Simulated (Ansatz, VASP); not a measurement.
**One calculation of Sb, two programs**

File POSCAR:

```
Sb
1.0
    3.1600000000      0.0000000000      0.0000000000
    0.0000000000      3.1600000000      0.0000000000
    0.0000000000      0.0000000000      3.1600000000
Sb
1
Direct
    0.0000000000      0.0000000000      0.0000000000
```

The input INCAR.step1:

```
ALGO = Normal
EDIFF = 1E-4
ENCUT = 520
GGA = PE
GGA_COMPAT = F
ISMEAR = -1
LASPH = T
LCHARG = F
LREAL = F
LSORBIT = T
LWAVE = T
MAGMOM = 0 0 0
NBANDS = 16
NELM = 150
PREC = Accurate
SIGMA = 0.05
```

The input INCAR.step2:

```
ALGO = Normal
EDIFF = 1E-6
ENCUT = 520
GGA_COMPAT = F
ISIF = 2
ISMEAR = -1
ISTART = 1
LASPH = T
LCHARG = F
LMIXTAU = T
LORBIT = 11
LORBMOM = T
LREAL = F
LSORBIT = T
LWAVE = F
MAGMOM = 0 0 0
METAGGA = R2SCAN
NBANDS = 16
NELM = 150
PREC = Accurate
SIGMA = 0.05
```

File KPOINTS:

```
k-points
0
Gamma
  8 8 8
```

The input input.yaml:

```yaml
crystal:
  lattice:
    - [3.16, 0.0, 0.0]
    - [0.0, 3.16, 0.0]
    - [0.0, 0.0, 3.16]
  atoms:
    - { symbol: Sb, position: [0.0, 0.0, 0.0] }
hamiltonian:
  xc: r2scan
  pseudopotentials: { kind: paw_fr }
magnetization:
  noncollinear: true
  spin_orbit: true
kpoints:
  mp_grid: { grid: [8, 8, 8] }
  band_path:
    path:
      - [[0.0, 0.0, 0.0], [0.0, 0.5, 0.0], [0.5, 0.5, 0.0], [0.0, 0.0, 0.0], [0.5, 0.5, 0.5], [0.0, 0.5, 0.0]]
      - [[0.5, 0.5, 0.0], [0.5, 0.5, 0.5]]
    npoints: 14
scf:
  occupations: { method: fermi_dirac, width: 0.05 }
  n_extra_bands: 6
output:
  forces: true
  stress: true
  eigenvalues: true
  fatbands: false
```

This isn't the form of Sb at room conditions, which is rhombohedral.

Alike in both runs: functional r2SCAN; k mesh 8 × 8 × 8; occupations fermi-dirac, width 0.05 eV; non-collinear spin, spin-orbit coupling.

```csv
,VASP,Ansatz
version,VASP 6.6.1,Ansatz 0.2.0
potentials or method,"VASP PAW PBE potentials, release 64 (Sb)",Ansatz PAW
plane-wave cutoff (eV),520,500
valence electrons in the cell,5,15
task,single point,band structure
```

```tsv
	VASP	Ansatz	Ansatz less VASP
gap on the k mesh at the Fermi level (eV)	none	none	-
pressure (GPa)	-3.2	-3.2	-0.02
net moment per atom (μB)	0.00	0.00	0.000
```

A gap of «none» marks a metal or a gap that the smearing closes. The two sets of potentials don't hold the same shells in valence.

Caveats: the PAW data sets were made with another functional, which shifts forces and pressure a little (VASP); the PAW data sets come from PBE, with cores solved anew for the run's functional, which leaves a small shift of forces and pressure (Ansatz).
